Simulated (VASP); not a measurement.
# Fe2O3 (Hematite) (R-3c) in VASP: notebook

One crystal, Fe2O3 (Hematite), is run at these levels: PBE+U; tasks: relaxation of cell and atoms, phonons, single point.

Program: VASP 6.6.1. These are calculated values, not measurements. Logs are shortened: lines on timing, memory, paths and dates and some standing lists are left out, and cuts for length are marked.

### Step 1. Starting point

The structure is trigonal, space group R-3c (No. 167). Conventional cell: a = 5.125 Å, b = 5.125 Å, c = 13.871 Å, α = 90.00°, β = 90.00°, γ = 120.00°. Fe (site symmetry 3) has 6 O at 1.99 to 2.12 Å as nearest neighbours. O (site symmetry 2) is surrounded by 4 Fe at 1.99 to 2.12 Å.

### Step 2. Relaxation of cell and atoms, PBE+U, collinear spin, ferromagnetic start

File INCAR:

```
SYSTEM = Fe2O3
  PREC = Accurate
  ENCUT = 600
  EDIFF = 1E-7
  ISMEAR = 0
  SIGMA = 0.03
  LREAL = .FALSE.
  LASPH = .TRUE.
  NELM = 150
  ALGO = Normal
  ISIF = 3
  LWAVE = .FALSE.
  LCHARG = .FALSE.
  ISPIN = 2
  MAGMOM = 5 5 5 5 0 0 0 0 0 0
  LORBIT = 11
  LMAXMIX = 4
  LDAU = .TRUE.
  LDAUTYPE = 2
  LDAUL = 2 -1
  LDAUU = 4 0
  LDAUJ = 0 0
  LDAUPRINT = 1
  GGA = PE
  IBRION = 2
  NSW = 90
  EDIFFG = -0.005
  AMIX = 0.2
  BMIX = 1E-4
  AMIX_MAG = 0.8
  BMIX_MAG = 1E-4
  KPAR = 4
```

File KPOINTS:

```
regular mesh
0
G
  9 9 7
  0 0 0
```

File POSCAR:

```
Fe2O3                                   
1.0
    2.5626377224      1.4795395809      4.6236571261
   -2.5626377224      1.4795395809      4.6236571261
   -0.0000000000     -2.9590791617      4.6236571261
  Fe              O             
     4     6
Direct
     0.3537882483822566    0.3537882483822566    0.3537882483822566
     0.1462117516177433    0.1462117516177433    0.1462117516177433
     0.6462117516177434    0.6462117516177434    0.6462117516177434
     0.8537882483822566    0.8537882483822566    0.8537882483822566
     0.5544563643810719    0.9455436356189281    0.2500000000000000
     0.2499999999999752    0.5544563643810472    0.9455436356189777
     0.9455436356189528    0.2500000000000248    0.5544563643810223
     0.4455436356189281    0.0544563643810719    0.7500000000000000
     0.7500000000000249    0.4455436356189529    0.0544563643810223
     0.0544563643810472    0.7499999999999751    0.4455436356189776
```

Potentials or basis: VASP PAW PBE potentials, release 64 (Fe, O).

Command:

```bash
$ cat potpaw_PBE.64/Fe/POTCAR potpaw_PBE.64/O/POTCAR > POTCAR
$ mpirun -np 4 vasp_std > vasp.out
```

OUTCAR:

```text
SYSTEM = Fe2O3
   PREC = Accurate
   ENCUT = 600
   EDIFF = 1E-7
   ISMEAR = 0
   LREAL = .FALSE.
   LASPH = .TRUE.
   NELM = 150
   ISIF = 3
   ISPIN = 2
   LORBIT = 11
   GGA = PE
   IBRION = 2
   NSW = 90
   EDIFFG = -0.005
   AMIX = 0.2
   AMIX_MAG = 0.8

 ion  position               nearest neighbor table
   1  0.354  0.354  0.354-  10 1.99   8 1.99   9 1.99   5 2.12   6 2.12   7 2.12   2 2.88   3 3.01
                             3 3.01   3 3.01
   2  0.146  0.146  0.146-   9 1.99   8 1.99  10 1.99   5 2.12   7 2.12   6 2.12   1 2.88   4 3.01
                             4 3.01   4 3.01
   3  0.646  0.646  0.646-   7 1.99   5 1.99   6 1.99   8 2.12   9 2.12  10 2.12   4 2.88   1 3.01
                             1 3.01   1 3.01
   4  0.854  0.854  0.854-   6 1.99   5 1.99   7 1.99   8 2.12  10 2.12   9 2.12   3 2.88   2 3.01
                             2 3.01   2 3.01
   5  0.554  0.946  0.250-   3 1.99   4 1.99   1 2.12   2 2.12
   6  0.250  0.554  0.946-   4 1.99   3 1.99   1 2.12   2 2.12
   7  0.946  0.250  0.554-   3 1.99   4 1.99   2 2.12   1 2.12
   8  0.446  0.054  0.750-   1 1.99   2 1.99   3 2.12   4 2.12
   9  0.750  0.446  0.054-   2 1.99   1 1.99   3 2.12   4 2.12
  10  0.054  0.750  0.446-   1 1.99   2 1.99   4 2.12   3 2.12

  LATTYP: Found a trigonal (rhomboedric) cell.
 ALAT       =     5.4894767226
 COS(alpha) =     0.5641445005

  Lattice vectors:

 A1 = (   2.5626377224,   1.4795395809,   4.6236571261)
 A2 = (  -2.5626377224,   1.4795395809,   4.6236571261)
 A3 = (   0.0000000000,  -2.9590791617,   4.6236571261)

Analysis of symmetry for initial positions (statically):
=====================================================================
 Subroutine PRICEL returns:
 Original cell was already a primitive cell.

 Routine SETGRP: Setting up the symmetry group for a
 trigonal (rhombohedral) supercell.

 Subroutine GETGRP returns: Found 12 space group operations
 (whereof  6 operations were pure point group operations)
 out of a pool of 12 trial point group operations.

The static configuration has the point symmetry S_6 .
 The point group associated with its full space group is D_3d.

Analysis of symmetry for dynamics (positions and initial velocities):
=====================================================================
 Subroutine PRICEL returns:
 Original cell was already a primitive cell.

 Routine SETGRP: Setting up the symmetry group for a
 trigonal (rhombohedral) supercell.

 Subroutine GETGRP returns: Found 12 space group operations
 (whereof  6 operations were pure point group operations)
[... 203 lines left out ...]

 Free energy of the ion-electron system (eV)
  ---------------------------------------------------
  ext. energy  EPLUGINS =         0.00000000
  ---------------------------------------------------
  free energy    TOTEN  =       -67.56747950 eV

  energy without entropy =      -67.56747950  energy(sigma->0) =      -67.56747950

------------------------ aborting loop because EDIFF is reached ----------------------------------------

  FORCE on cell =-STRESS in cart. coord.  units (eV):
  Direction    XX          YY          ZZ          XY          YZ          ZX
  --------------------------------------------------------------------------------------
  -------------------------------------------------------------------------------------
  Total       -0.1162299     -0.1162299     -0.0439528      0.0000000     -0.0000000     -0.0000000
  in kB       -1.7704258     -1.7704258     -0.6694943      0.0000000     -0.0000000     -0.0000000
  external PRESSURE =      -1.4034486 kB  Pullay stress =       0.0000000 kB
[... 207 lines left out ...]
--------------------------------------- Ionic step        3  -------------------------------------------

 number of electron      68.0000000 magnetization      19.9999999

 Free energy of the ion-electron system (eV)
  ---------------------------------------------------
  ext. energy  EPLUGINS =         0.00000000
  ---------------------------------------------------
  free energy    TOTEN  =       -67.56752122 eV

  energy without entropy =      -67.56752122  energy(sigma->0) =      -67.56752122

 E-fermi :   3.5900     XC(G=0): -11.3613

 val. band max:        3.4054077502   @ k =   0.0000   0.0000   0.0000
 cond. band min:       4.5045550307   @ k =  -0.3333   0.0000   0.2857
 fundamental gap:      1.0991472805
 Fermi energy:         3.5899922600

 spin component 1

 k-point     1 :       0.0000    0.0000    0.0000
  band No.  band energies     occupation
      1     -15.4699      1.00000
      2     -14.1007      1.00000
      3     -14.1007      1.00000
      4     -14.0125      1.00000
      5     -13.9896      1.00000
      6     -13.9896      1.00000
[... 2345 lines left out ...]
     45      11.8704      0.00000
     46      12.9642      0.00000

 [... further k-points ...]

 [bands above 46 left out]

------------------------ aborting loop because EDIFF is reached ----------------------------------------

  FORCE on cell =-STRESS in cart. coord.  units (eV):
  Direction    XX          YY          ZZ          XY          YZ          ZX
  --------------------------------------------------------------------------------------
  -------------------------------------------------------------------------------------
  Total        0.0007594      0.0007594      0.0402620      0.0000000      0.0000000      0.0000000
  in kB        0.0115768      0.0115768      0.6137500      0.0000000      0.0000000      0.0000000
  external PRESSURE =       0.2123012 kB  Pullay stress =       0.0000000 kB
[... 25 lines left out ...]
  FREE ENERGIE OF THE ION-ELECTRON SYSTEM (eV)
  ---------------------------------------------------
  free  energy   TOTEN  =       -67.5675212230 eV

  energy  without entropy=      -67.5675212230  energy(sigma->0) =      -67.56752122

 reached required accuracy - stopping structural energy minimisation

 total charge

# of ion       s       p       d       tot
------------------------------------------
    1        0.368   0.515   5.770   6.653
    2        0.368   0.515   5.770   6.653
    3        0.368   0.515   5.770   6.653
    4        0.368   0.515   5.770   6.653
    5        1.555   3.472   0.000   5.027
    6        1.555   3.472   0.000   5.027
    7        1.555   3.472   0.000   5.027
    8        1.555   3.472   0.000   5.027
    9        1.555   3.472   0.000   5.027
   10        1.555   3.472   0.000   5.027
--------------------------------------------------
tot         10.804  22.893  23.079  56.775

 magnetization (x)

# of ion       s       p       d       tot
------------------------------------------
    1        0.026   0.040   4.263   4.330
    2        0.026   0.040   4.263   4.330
    3        0.026   0.040   4.263   4.330
    4        0.026   0.040   4.263   4.330
    5        0.021   0.350   0.000   0.372
    6        0.021   0.350   0.000   0.372
    7        0.021   0.350   0.000   0.372
    8        0.021   0.350   0.000   0.372
    9        0.021   0.350   0.000   0.372
   10        0.021   0.350   0.000   0.372
--------------------------------------------------
tot          0.233   2.263  17.053  19.549
```

OSZICAR:

```text
N       E                     dE             d eps       ncg     rms          rms(c)
DAV:   1     0.867785357798E+03    0.86779E+03   -0.34219E+04 32008   0.179E+03
[... 36 lines left out ...]
DAV:   2    -0.675675694159E+02    0.69475E-04   -0.13159E-04 38806   0.751E-02    0.699E-02
DAV:   3    -0.675675281221E+02    0.41294E-04   -0.89460E-05 42970   0.729E-02    0.479E-02
DAV:   4    -0.675675230913E+02    0.50309E-05   -0.14458E-05 45784   0.391E-02    0.315E-02
DAV:   5    -0.675675216791E+02    0.14121E-05   -0.29118E-06 42744   0.163E-02    0.163E-02
DAV:   6    -0.675675213444E+02    0.33477E-06   -0.71629E-07 34182   0.107E-02    0.557E-03
DAV:   7    -0.675675212097E+02    0.13463E-06   -0.41836E-07 28960   0.775E-03    0.161E-03
DAV:   8    -0.675675212230E+02   -0.13317E-07   -0.11622E-07 17840   0.223E-03
   3 F= -.67567521E+02 E0= -.67567521E+02  d E =-.417223E-04  mag=    20.0000
```

Run time: 35 min. Hardware: 4 MPI ranks of Intel Xeon Platinum 8559C (Emerald Rapids), shared host; peak memory 1.4 GiB.

What came out:

```yaml
Free_energy: -67.5675 eV
Relaxed_volume: 10.51 Å³/atom
Relaxed_cell: a = 5.488 Å, b = 5.488 Å, c = 5.488 Å, α = 55.65°, β = 55.65°, γ = 55.65°
Space_group_after_relaxing_to_0.05_Å: R-3c (No. 167)
Energy_gained_by_relaxing: 0.0 meV/atom
Ionic_steps: 3
Pressure_after_relaxing: 0.0 GPa
Largest_force_after_relaxing: 0.004 eV/Å
Band_gap_on_the_k_mesh: 1.10 eV, indirect (least direct gap 1.31 eV)
Net_moment: 20.00 μB per cell
Site_moments: Fe +4.33; O +0.37 μB
Valence_electrons_inside_the_program's_atomic_spheres: Fe 6.65; O 5.03
```

Forces on the atoms (eV/Å):
```
Fe   0.000  0.000 -0.004
Fe   0.000  0.000  0.004
Fe   0.000  0.000  0.004
Fe   0.000  0.000 -0.004
O    0.004  0.000  0.000
O   -0.002  0.003  0.000
O   -0.002 -0.003  0.000
O   -0.004  0.000  0.000
O    0.002 -0.003  0.000
O    0.002  0.003  0.000
```

Final structure:
```cif
data_structure
_symmetry_space_group_name_H-M 'P 1'
_symmetry_Int_Tables_number 1
_cell_length_a 5.4885
_cell_length_b 5.4885
_cell_length_c 5.4885
_cell_angle_alpha 55.648
_cell_angle_beta 55.648
_cell_angle_gamma 55.648
_cell_volume 105.10
loop_
_atom_site_label
_atom_site_type_symbol
_atom_site_fract_x
_atom_site_fract_y
_atom_site_fract_z
_atom_site_occupancy
Fe1 Fe 0.35378 0.35378 0.35378 1
Fe2 Fe 0.14622 0.14622 0.14622 1
Fe3 Fe 0.64622 0.64622 0.64622 1
Fe4 Fe 0.85378 0.85378 0.85378 1
O1 O 0.55448 0.94552 0.25000 1
O2 O 0.25000 0.55448 0.94552 1
O3 O 0.94552 0.25000 0.55448 1
O4 O 0.44552 0.05448 0.75000 1
O5 O 0.75000 0.44552 0.05448 1
O6 O 0.05448 0.75000 0.44552 1
```

Eigenvalues of the final occupation matrices:
```
    site  spin  trace               eigenvalues
site 1 d     1   5.03  0.98 0.98 0.98 1.05 1.05
site 1 d     2   0.76  0.07 0.07 0.08 0.28 0.28
site 2 d     1   5.03  0.98 0.98 0.98 1.05 1.05
site 2 d     2   0.76  0.07 0.07 0.08 0.28 0.28
site 3 d     1   5.03  0.98 0.98 0.98 1.05 1.05
site 3 d     2   0.76  0.07 0.07 0.08 0.28 0.28
site 4 d     1   5.03  0.98 0.98 0.98 1.05 1.05
site 4 d     2   0.76  0.07 0.07 0.08 0.28 0.28
```

Caveat: an odd mesh through Γ misses points on the zone boundary, where band edges often lie; only a ferromagnetic start was run, and an antiferromagnetic order may lie lower in energy.

(Part 1 of 3 ends here.)
